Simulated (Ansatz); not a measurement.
# Ru (P6_3/mmc) in Ansatz: further runs, part 2 of 3

Ansatz 0.2.0.

## (3) Phonons, PBEsol+D4, collinear spin, random start

The input, input.yaml:

```yaml
crystal:
  lattice:
    - [2.7058, 0.0, 0.0]
    - [-1.3529, 2.3432915376, 0.0]
    - [0.0, 0.0, 4.2819]
  atoms:
    - { symbol: Ru, position: [0.6666666667, 0.3333333333, 0.75], spin: -0.32 }
    - { symbol: Ru, position: [0.3333333333, 0.6666666667, 0.25], spin: -0.02 }
kpoints:
  mp_grid: { grid: [14, 14, 8] }
scf:
  occupations: { method: fermi_dirac, width: 0.05 }
  convergence: { dr2_threshold: 1.0e-11 }
hamiltonian:
  xc: pbesol
  dispersion: d4
  pseudopotentials: { kind: all_electron, datasets: crystal }
magnetization:
  spin_polarized: true
output: {}
phonons:
  method: fd
  supercell: [1, 1, 1]
```

Potentials or basis: all-electron PAW datasets made for the crystal.

Command:

```bash
$ ansatz run input.yaml --threads 1 --pin off --max-ram 2560MiB --backend cpu --events-out ev --progress --plain --runs-dir out
```

The program printed:

```text
Warning: RAYON_NUM_THREADS=1 ignored (pool sized by the plan → 1); use --threads N
hamiltonian.pseudopotentials.datasets: crystal makes datasets for this crystal and solves the spheres of its atoms anew in each pass: cutoff 280.0 eV, the density's 1120.0 eV; for an error of 0.50 meV an atom under PBE, 1.0 meV for the cell; an energy difference from a run of another recipe may be off by several times the error for the cell, under r2SCAN by more, where some 0.1 meV an atom stays at smaller errors; Ru in spheres of 1.323 Å, 16 of its electrons in bands
Engine: ansatz 0.2.0, aarch64-unknown-linux-gnu
Pseudopotentials: kind: all_electron
Pseudopotential: Ru, paw, valence charge 16, recommended cutoff 280 eV (normal), crystal/all_electron/pbesol/scalar/gaussian/Ru, Koelling and Harmon's equation, gaussian nucleus
Functional definition: PBEsol
  exchange = pbesol_x
  correlation = pbesol_c
a search for the magnetic state begins, with frozen cores and fixed partial waves. It gives no result and prints no iterations
the search for the magnetic state of this step took 12 SCF iterations with frozen cores. It stayed in its first state, in which the spheres begin
Crystal: 2 atoms, lattice volume = 27.149 Å³
Basis set: ecut = 280 eV, 299 PW (Γ), exchange–correlation on 30×30×48 points (8 copies of the dense FFT grid, shifted against one another)
Bands: 21, of which v1, the nominal top of the filled ones, is band 16 counted from 1 (15 counted from 0)
Symmetry: 12 space group operations
Space group: P-6m2 (ITA 187), of the structure as read, at distance tolerance 3.0e-5 Å
Magnetic group: BNS 187.209 (UNI 1439), of the structure as read, at distance tolerance 3.0e-5 Å
k-points: 120 of 1568 (time reversal used)
Non-local potential: Ru, projectors of the file, l = 0: 2, l = 1: 2, l = 2: 2
PAW form: soft (Blöchl's): semilocal exchange-correlation on the pseudo side does not see the compensation charge
PAW one-centre angular grid: Ru, 590 points (default); XC on its mesh's 1867 points in the sphere
Initial density: read from a saved state, or passed on in memory by an earlier SCF of this step, an earlier step, the calling program or the single point that the run made first
Starting moments: Σ|m| = 0.34 μB on 2 of 2 sites; this step starts from the density that it was given
Initial wavefunctions: pseudopotential atomic-orbital guess
Functional: x = pbesol(κ = 0.804, μ = 0.12345679012345678), c = pbesol(β = 0.046)
SCF 1 converged in 10 iterations: F = -246466.640490 eV  dr2 = 3.46e-12
band count auto-derived: 21 (N_el = 32.0; filled up to band 16; 20 by the electrons, moments and atoms)
Symmetry: 24 space group operations
k-points: 120 of 1568
Stability of the state it starts from, as read at its close in the collinear treatment: not read negative (Ritz values of 1 − χ₀K, real part plus size of imaginary part, from 0.93 to 1.0, by its mixing steps under the symmetry group of the SCF that read it); its run was given moments
iter 1 solved again at ethr=1.00e-12 eV; its pass at ethr=1.00e-1 eV (dr2=2.53e-3 eV) is discarded
SCF iter   1: F=—  HF=-246466.640476 eV  |F-HF|=—  |Δ(HF+E_count)|=         —  Δρ=6.18e-8 (↑6.18e-8 ↓6.18e-8)  dr2=1.82e-12  dr2_m=0.00e0  M=0.000 μB ∫|m|=0.000 μB  β_m=0.30  ethr=1.00e-12  ⟨swp⟩=4.6  Hψ=38607  notcnv=0
preconditioner: auto → none  [metal: Δε(μ)=0.007 eV  Ē_g=7.691 eV  σ=0.050 eV  W_gap=0.04  n_scr=8 (ndim 8)  ℏωp=28.5 eV  f_vac=0.000  D(μ)=2.09/eV (n_scr^D=22)]
SCF iter   2: F=-246466.640476 eV  HF=-246466.640476 eV  |F-HF|=5.82e-11  |Δ(HF+E_count)|=  5.24e-10  Δρ=4.24e-8 (↑4.24e-8 ↓4.24e-8)  dr2=6.61e-13  dr2_m=0.00e0  M=0.000 μB ∫|m|=0.000 μB  ethr=1.00e-12  ⟨swp⟩=2.0  Hψ=4482  notcnv=0
SCF 2 converged in 2 iterations: F = -246466.640490 eV  dr2 = 6.61e-13
[... 31 lines left out ...]
SCF iter   7: F=—  HF=-246466.640440 eV  |F-HF|=—  |Δ(HF+E_count)|=   1.85e-8  Δρ=3.63e-6 (↑3.63e-6 ↓3.63e-6)  dr2=1.13e-8  dr2_m=0.00e0  M=0.000 μB ∫|m|=0.000 μB  β_m=0.40  ethr=3.54e-10  ⟨swp⟩=2.0  Hψ=6283  notcnv=0
SCF iter   8: F=—  HF=-246466.640440 eV  |F-HF|=—  |Δ(HF+E_count)|=   9.63e-9  Δρ=7.30e-7 (↑7.30e-7 ↓7.30e-7)  dr2=2.81e-10  dr2_m=0.00e0  M=0.000 μB ∫|m|=0.000 μB  β_m=0.51  ethr=3.52e-11  ⟨swp⟩=3.0  Hψ=7585  notcnv=0
SCF iter   9: F=—  HF=-246466.640440 eV  |F-HF|=—  |Δ(HF+E_count)|=  4.37e-10  Δρ=1.59e-7 (↑1.59e-7 ↓1.59e-7)  dr2=2.23e-11  dr2_m=0.00e0  M=0.000 μB ∫|m|=0.000 μB  β_m=0.51  ethr=1.00e-12  ⟨swp⟩=2.2  Hψ=6328  notcnv=0
SCF iter  10: F=-246466.640440 eV  HF=-246466.640440 eV  |F-HF|=5.82e-11  |Δ(HF+E_count)|=  5.82e-11  Δρ=4.64e-8 (↑4.64e-8 ↓4.64e-8)  dr2=1.64e-12  dr2_m=0.00e0  M=0.000 μB ∫|m|=0.000 μB  ethr=1.00e-12  ⟨swp⟩=2.0  Hψ=6283  notcnv=0
SCF 4 converged in 10 iterations: F = -246466.640454 eV  dr2 = 1.64e-12
  Residual-converged pass: ⟨swp⟩=3.6  Hψ=9181  notcnv=0  max |occ|·‖R‖ = 1.0e-8 eV (tolerance 1.0e-8 eV)  dr2=1.60e-12  dr2_m=0.00e0  dr2_onsite=2.48e-12  max |Δocc| = 3.0e-11
SCF converged after 2 iterations
Magnetization: 0.0000 μB (16.0000 up, 16.0000 down)
Absolute magnetization: 0.0000 μB (∫|ρ↑−ρ↓|)
Spin contamination: 0.0000 ħ² per cell (⟨S²⟩ above its minimum at these occupations)
Per-site moments (μB) at R_I (Å): [(0.0, 1.0932509310100613), (0.0, 1.0932509310100613)]
Free energy (F): -246466.640490 eV
Harris-Foulkes:  -246466.640490 eV  (|F-HF|=5.82e-11)
Internal energy: -246466.623926 eV  (E = F + TS)
E sigma→0 (E₀):  -246466.632208 eV
Entropy (-TS):   -0.016564 eV (-8.282 meV/atom)
Past the cutoff: the bands carry plane waves up to 1.75 times it, of which those up to 1.5 times it add -0.000643 eV an atom, each by itself; the spheres take 0.000394 eV an atom off the energy for waves past 1.75 times it
By the cutoff:   a pressure is off by up to 0.009 GPa (1.2 times the spheres' own share and the shells' term, over an atom's volume, and 0.004 GPa: a bound that held against runs at twice the plane waves)
Past the cutoffs: a stress includes 0.0005 GPa for waves and charges beyond them, in addition to the slope of what the spheres take
In the spheres:  the bands' charges fall short by 4.7e-7 e at most (sound up to 1e-3)
Fermi energy:    25.618468 eV
--- Per-component energies (eV) ---
  E_band       = -38.113990
  E_kinetic    = 458.229587
  E_local      = -1542.951936  (includes V_loc(G=0)·N_el)
  E_nonlocal   = 309.378891
  E_hartree    = 890.284994
  E_xc         = -162.246837
  E_vxc        = -212.153688  (∫ρ·V_xc dr)
  E_paw        = -248377.541736  (= ΣΔE_a)
  E_vpaw       = -7252.474940  (= ΣTr[D̂ρ^β])
  E_ewald      = -4462.455271
  E_disp       = -0.609733  (pairwise vdW)
  E_smearing   = -0.016564  (= −TS)
  E_closure    = 6421.288114  (closes the sum)
  Σ components = -246466.640490   (vs F -246466.640490, Δ=0.00e0)
  The terms above E_closure are by the made datasets' own strengths, without shells solved beside the bands.
--- Forces (eV/Å), atoms counted from 1 ---
  atom   1  Ru     0.00000000     0.00000000    -0.00000000
  atom   2  Ru     0.00000000    -0.00000000     0.00000000
  max |Σ_I F_I| component: 1.39e-17 eV/Å
--- Band table (eV; the first three rows and the last of 240) ---
  k-point 0 ↑: bands = ["-47.4305", "-47.2244", "-17.9463", "-17.0004", "-17.0004", "-16.8288", "-16.8288", "-16.7906", "17.5630", "19.3822", "23.0187", "23.0187", "23.1920", "23.7052", "23.7052", "24.2329", "24.2329", "26.8206", "26.8206", "26.8518", "35.8910"]
  k-point 1 ↑: bands = ["-47.4228", "-47.2324", "-17.9043", "-16.9939", "-16.9939", "-16.8368", "-16.8354", "-16.8354", "17.7381", "19.4393", "22.9192", "22.9192", "23.1048", "23.6023", "23.6023", "24.4705", "24.4705", "26.2806", "26.8298", "26.8298", "36.6430"]
  k-point 2 ↑: bands = ["-47.4007", "-47.2550", "-17.7838", "-16.9755", "-16.9755", "-16.9672", "-16.8541", "-16.8541", "18.2305", "19.5796", "22.7816", "22.7816", "22.8904", "23.3530", "23.3530", "25.0009", "25.0009", "25.0138", "26.7905", "26.7905", "38.4340"]
  k-point 119 ↓: bands = ["-47.2087", "-47.2087", "-17.7110", "-17.7110", "-17.4174", "-17.4174", "-16.9896", "-16.9896", "20.7735", "20.7735", "21.5808", "21.5808", "22.8795", "22.8795", "24.4861", "24.4861", "26.8974", "26.8974", "33.5717", "33.5717", "36.4461"]
--- Phonons: 2 displaced members + reference (amplitude 0.0025 Å, Σ member SCF iterations 19) ---
  symmetry images taken by strict's conditions (phonons.symmetry_images: auto; settled by no image being taken that strict refuses)
  ASR residual: 3.128e-4 → 0.000e0 eV/Å²; symmetrization residual: 5.329e-15 eV/Å²
  pairwise dispersion correction: d4 (s6 = 1.0, s8 = 1.71885698, s9 = 1.0, a1 = 0.47901421, a2_bohr = 5.96771589), with the weights of each atom's references fixed at the reference crystal's, and the forces and stress that the weights' published response gives there kept as a pressure on the atom's counted neighbours (hamiltonian.dispersion)
  largest component of a force at the reference: 8.3e-17 eV/Å
  ASR residual per site (eV/Å²): 3.13e-4 3.13e-4
  Γ frequencies (cm⁻¹): 0.00 0.00 0.00 179.53 179.53 250.36
  density of states and harmonic sums: on the 26×26×15 q-mesh, interpolated from the force constants of a 1×1×1 supercell (no non-analytic term)
  largest difference from the sums on the solved wave vectors: F 5.31e-1 eV, S 7.89e-4 and C_V 2.58e-4 eV/K
  zero-point energy: 0.052078 eV/cell   skipped modes (ω ≤ 0): 3   left out of the sums: 4.93e-5 of the cell's modes: C_V's classical limit lies that fraction below 3 k_B per atom; for a crystal, a wire or a layer, F and S can be off by more, and a phonons.interpolated_qmesh denser along its periods is the remedy for the sampling
```

It took 5.7 min on 1 thread of Arm Neoverse V1, shared host; peak memory 1.8 GiB.

Results:

* Free energy: -246466.6405 eV
* Band gap on the k mesh: none (metal or under the smearing width)
* Net moment: 0.00 μB per cell
* Absolute moment: 0.00 μB per cell
* Highest phonon frequency at Γ: 250 cm⁻¹

Phonon frequencies in cm⁻¹ (negative: imaginary):
| q point | frequencies |
| --- | --- |
| (0.000, 0.000, 0.000) | 0 0 0 180 180 250 |

Caveat: a metal's response needs a denser mesh; the program listed the state as in doubt; pairwise dispersion overbinds metals, which lowers pressure and volume.

## (4) Projected density of states, PBE+D4, collinear spin, random start, total moment locked (cell squeezed)

The input, input.yaml:

```yaml
crystal:
  lattice:
    - [2.5929247698, 0.0, 0.0]
    - [-1.2964623849, 2.2455387208, 0.0]
    - [0.0, 0.0, 4.1032761372]
  atoms:
    - { symbol: Ru, position: [0.6666666667, 0.3333333333, 0.75], spin: 0.055 }
    - { symbol: Ru, position: [0.3333333333, 0.6666666667, 0.25], spin: -0.055 }
kpoints:
  mp_grid: { grid: [11, 11, 6] }
  band_path:
    path:
      - [0.0, 0.0, 0.0]
      - [0.5, 0.0, 0.0]
      - [0.3333333333, 0.3333333333, 0.0]
      - [0.0, 0.0, 0.0]
      - [0.0, 0.0, 0.5]
      - [0.5, 0.0, 0.5]
      - [0.3333333333, 0.3333333333, 0.5]
      - [0.0, 0.0, 0.5]
    npoints: 6
scf:
  occupations: { method: fermi_dirac, width: 0.05 }
hamiltonian:
  xc: pbe
  dispersion: d4
  pseudopotentials: { kind: all_electron, lapw: { basis_error: 0.01 } }
magnetization:
  spin_polarized: true
  initial_magnetization: 0.0
  spin_locking: { lock_magnetization: hard }
output:
  forces: true
  stress: true
  eigenvalues: true
  fatbands: true
  dos: { projected: true, de: 0.2, e_range: [-10, 8] }
  populations: true
```

Potentials or basis: all-electron LAPW, scalar-relativistic.

Command:

```bash
$ ansatz run input.yaml --threads 1 --pin off --max-ram 3072MiB --backend cpu --events-out ev --progress --plain --runs-dir out
```

Run time: 55 s. Hardware: 1 thread of Intel Xeon 6975P-C (Granite Rapids), shared host; peak memory 0.49 GiB.

These settings aren't checked as converged (typed here: hamiltonian.pseudopotentials.lapw.basis_error = 0.01): the numbers below hold their error.

Results:

* Free energy: -246590.9314 eV
* Absolute moment: 0.00 μB per cell

Caveat: the total moment is fixed, so each spin has its own Fermi level; the starting moments weren't kept.

[end of part 2 of 3]
